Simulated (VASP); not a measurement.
# GaP, optical spectrum of independent particles: which settings are enough?

GaP, F-43m (no. 216), 2 atoms in the cell. PBEsol, independent-particle dielectric function; PAW potentials Ga_d, P (PBE set). VASP 6.6.1.

Wanted: ε at zero frequency, electronic within 1 %; spectrum (imaginary part of ε) within 10 %.

POSCAR:
```
GaP
1.0
    0.0000000000      2.7252500000      2.7252500000
    2.7252500000      0.0000000000      2.7252500000
    2.7252500000      2.7252500000      0.0000000000
Ga P
1 1
Direct
    0.0000000000      0.0000000000      0.0000000000
    0.7500000000      0.7500000000      0.7500000000
```

The series start from Bands in all (NBANDS): 19; Plane-wave cutoff (eV): 320; Energy points: 2000; k mesh: 8 × 8 × 8; Precision mode: Accurate; Electronic algorithm: Normal. Each series keeps the choices made before it, and each single choice may use up half of a tolerance. Times cover all steps of a run.

## Bands in all (NBANDS)

| Bands in all (NBANDS) | ε at zero frequency, electronic | Spectrum (imaginary part of ε), largest deviation against the largest value | Time (s) |
|---|---|---|---|
| 12 | 11.76 | 3.6 % | 7.9 |
| 15 | 12.13 | 1.1 % | 7.8 |
| 19 | 12.17 | 1.2 % | 7.6 |
| 25 | 12.18 | 1 % | 9.0 |
| 33 | 12.19 | 0.46 % | 9.7 |
| 49 (reference) | 12.2 | 0 % | 12 |

## Plane-wave cutoff (eV)

| Plane-wave cutoff (eV) | ε at zero frequency, electronic | Spectrum (imaginary part of ε), largest deviation against the largest value | Time (s) |
|---|---|---|---|
| 180 | 12.28 | 8.9 % | 8.3 |
| 220 | 12.15 | 1.9 % | 9.9 |
| 260 | 12.15 | 1.8 % | 10 |
| 320 | 12.17 | 0.42 % | 7.6 |
| 390 (reference) | 12.17 | 0 % | 22 |

## Energy points

| Energy points | ε at zero frequency, electronic | Spectrum (imaginary part of ε), largest deviation against the largest value | Time (s) |
|---|---|---|---|
| default | 12.15 | 1.2 % | 9.7 |
| 2000 | 12.15 | 0.09 % | 9.9 |
| 4000 (reference) | 12.15 | 0 % | 13 |

## k mesh

| k mesh | ε at zero frequency, electronic | Spectrum (imaginary part of ε), largest deviation against the largest value | Time (s) |
|---|---|---|---|
| 4 × 4 × 4 | 20.87 | 244 % | 8.4 |
| 5 × 5 × 5 | 16.31 | 162 % | 8.5 |
| 7 × 7 × 7 | 12.83 | 80 % | 9.2 |
| 8 × 8 × 8 | 12.15 | 51 % | 9.7 |
| 11 × 11 × 11 | 11.41 | 44 % | 12 |
| 14 × 14 × 14 | 11.26 | 31 % | 15 |
| 17 × 17 × 17 | 11.23 | 27 % | 19 |
| 20 × 20 × 20 | 11.22 | 17 % | 26 |
| 24 × 24 × 24 (reference) | 11.22 | 0 % | 34 |

## Precision mode

| Precision mode | ε at zero frequency, electronic | Spectrum (imaginary part of ε), largest deviation against the largest value | Time (s) |
|---|---|---|---|
| Accurate | 11.22 | 0 % | 34 |
| Normal | 11.21 | 0.09 % | 22 |
| Single | 11.21 | 0.16 % | 34 |

## Electronic algorithm

| Electronic algorithm | ε at zero frequency, electronic | Spectrum (imaginary part of ε), largest deviation against the largest value | Time (s) |
|---|---|---|---|
| Normal | 11.21 | 0 % | 22 |
| Fast | 11.21 | 0.071 % | 24 |
| Exact | 11.21 | 0.016 % | 139 |

## Question

The rows run from the loosest to the tightest (no order: precision mode, electronic algorithm). For each series: choose the loosest value from which every tighter one stays within half of the tolerance; where there is no order, keep the first row unless others stay within half of the tolerance and take at least 30 % less time, and then take the fastest.

## Answer

- Bands in all (NBANDS): 19
- Plane-wave cutoff (eV): 220
- Energy points: default
- k mesh: 24 × 24 × 24, the tightest run, since the next looser one is off by more than half of the tolerance (convergence isn't shown beyond it)
- Precision mode: Normal
- Electronic algorithm: Normal

## All choices together

| Input | ε at zero frequency, electronic | Spectrum (imaginary part of ε), largest deviation against the largest value | Time (s) |
|---|---|---|---|
| all settings of the optics step left to the defaults, ground-state mesh (naive) | 12 | 31 % | 7.0 |
| chosen settings | 11.21 | 1 % | 22 |
| reference settings throughout | 11.27 | 0 % | 194 |

The chosen settings stay within the tolerance of the reference run, but the reference itself isn't shown to be converged in: k mesh.

## The input

INCAR.step1:
```
SYSTEM = GaP
PREC = Normal
ENCUT = 220
ISMEAR = 0
SIGMA = 0.02
EDIFF = 1E-7
LASPH = .True.
KPAR = 4
LWAVE = .False.
LCHARG = .True.
GGA = PS
```

INCAR.step2:
```
SYSTEM = GaP
PREC = Normal
ENCUT = 220
ISMEAR = 0
SIGMA = 0.05
EDIFF = 1E-6
LASPH = .True.
KPAR = 4
LWAVE = .False.
LCHARG = .False.
ICHARG = 11
LOPTICS = .True.
NBANDS = 19
CSHIFT = 0.1
ALGO = Normal
GGA = PS
```

KPOINTS.step1:
```
k-points
0
Gamma
  8 8 8
```

KPOINTS.step2:
```
Automatic mesh
0
Gamma
  24 24 24
  0 0 0
```

Commands (each step's output is kept before the next begins):
```
cat potpaw_PBE.64/Ga_d/POTCAR potpaw_PBE.64/P/POTCAR > POTCAR
cp INCAR.step1 INCAR
cp KPOINTS.step1 KPOINTS
mpirun -np 4 vasp_std > vasp.out
cp INCAR.step2 INCAR
cp KPOINTS.step2 KPOINTS
mpirun -np 4 vasp_std > vasp.out
```

Limits: The pull between electron and hole is left out; the onset follows the functional's gap, which semilocal functionals usually make too small.

The chosen input took VASP 6.6.1 22 s on 4 cores (AMD EPYC 7R43 (Zen 3)), a shared host.

## An input that fails: CSHIFT 1.5

It runs to its end, but against the unchanged starting input it is off by 13 % in the ε at zero frequency, electronic, 73 % in the spectrum (imaginary part of ε).

Changes against the starting input:
```
(step 2)
- CSHIFT = 0.1
+ CSHIFT = 1.5
```
